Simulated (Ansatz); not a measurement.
O-17 NMR of the central transition in CO2

Cell: a Materials Project structure (computed, not necessarily an observed phase).

```cif
data_CO2
_symmetry_space_group_name_H-M 'R-3c:H'
_symmetry_Int_Tables_number 167
_cell_length_a 9.7835
_cell_length_b 9.7835
_cell_length_c 12.1555
_cell_angle_alpha 90.000
_cell_angle_beta 90.000
_cell_angle_gamma 120.000
loop_
_atom_site_label
_atom_site_type_symbol
_atom_site_symmetry_multiplicity
_atom_site_Wyckoff_symbol
_atom_site_fract_x
_atom_site_fract_y
_atom_site_fract_z
C1 C 6 b 0.0000 0.0000 0.0000
C3 C 18 e 0.0812 0.4145 0.4167
O9 O 12 c 0.0000 0.0000 0.9040
O13 O 36 f 0.1446 0.3510 0.4539
```

One atom of each set is listed; the run and its k-mesh use a cell of 24 atoms with edges of 6.95, 6.95, 6.95 Å.

Level of theory: DFT, LDA, plane waves and PAW, scalar-relativistic, 420 eV cutoff, Γ-centred 4×4×4 k-points, Fermi–Dirac smearing 0.02 eV (Ansatz 0.2.0).

O-17 has I = 5/2 and Q = -25.58 mb (Pyykkö 2018); at 16.4 T its Larmor frequency is ν₀ = 94.7 MHz. Only the quadrupole interaction is simulated: positions count from each site's isotropic chemical shift, and J coupling is left out, as are shift anisotropy and dipolar coupling, which fast spinning averages.

Question: Give C_Q, η, the quadrupolar product P_Q = |C_Q|(1 + η²/3)^½, the second-order isotropic shift and the breadth of the pattern (fast magic-angle spinning) for each O site.

Answer: 

```
site    first shell  C_Q (MHz)     η  P_Q (MHz)  δ_QIS (ppm)  breadth (kHz)
  O9  1 C at 1.17 Å      -4.09  0.00       4.09        -11.2           2.27
 O13  1 C at 1.17 Å      -4.06  0.02       4.06        -11.0           2.25
```

δ_QIS = −(ν_Q²/30ν₀²)[I(I+1) − 3/4](1 + η²/3) × 10⁶ ppm with ν_Q = 3|C_Q|/[2I(2I−1)]; it falls as 1/B₀² in ppm, and the breadth as 1/B₀ in kHz.

An axis of threefold or higher order runs through O9, so V_zz lies along it and η is zero. At O13 V_zz points along its bond to C (within 1°).

The largest force is 0.6 eV/Å, so the atoms aren't at the calculated equilibrium and relaxing them would move these values.
